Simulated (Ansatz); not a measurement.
The system is FeSi.

```
Fe Si
1.0
     4.55070    0.00000    0.00000
     0.00000    4.55070    0.00000
     0.00000    0.00000    4.55070
Fe Si
4 4
Cartesian
  3.9294 2.8966 1.6541
  2.8966 1.6541 3.9294
  1.6541 3.9294 2.8966
  0.6213 0.6213 0.6213
  0.7172 1.5582 2.9925
  1.5582 2.9925 0.7172
  2.9925 0.7172 1.5582
  3.8335 3.8335 3.8335
```

Base run:

* Program: Ansatz 0.2.0
* Functional: PBE
* Potentials or basis: Ansatz PAW
* Cutoff: 420 eV
* Density cutoff: 1680 eV
* k mesh: 6 × 6 × 6
* Occupations: fermi-dirac, width 0.05 eV
* Spin: collinear spin, ferromagnetic start
* Starting moments: [3.0, 3.0, 3.0, 3.0, 0.0, 0.0, 0.0, 0.0] μB

Its results: band gap on the k mesh none (metal or under the smearing width); pressure -10.4 GPa; net moment 3.73 μB per cell; site moments Fe +1.02; Si -0.05 μB; largest force 0.093 eV/Å.

**Question.** The run is repeated on the same cell with these changes: functional from PBE to PBEsol. What comes out?

**Answer.** Band gap on the k mesh none (metal or under the smearing width); pressure -16.8 GPa; net moment 3.59 μB per cell; site moments Fe +0.98; Si -0.05 μB; largest force 0.081 eV/Å.

PBEsol binds more tightly than PBE, so the same cell stands under less pressure.

Caveats: the PAW data sets come from PBE, with cores solved anew for the run's functional, which leaves a small shift of forces and pressure (some runs).

Not every run made on this cell is shown here.
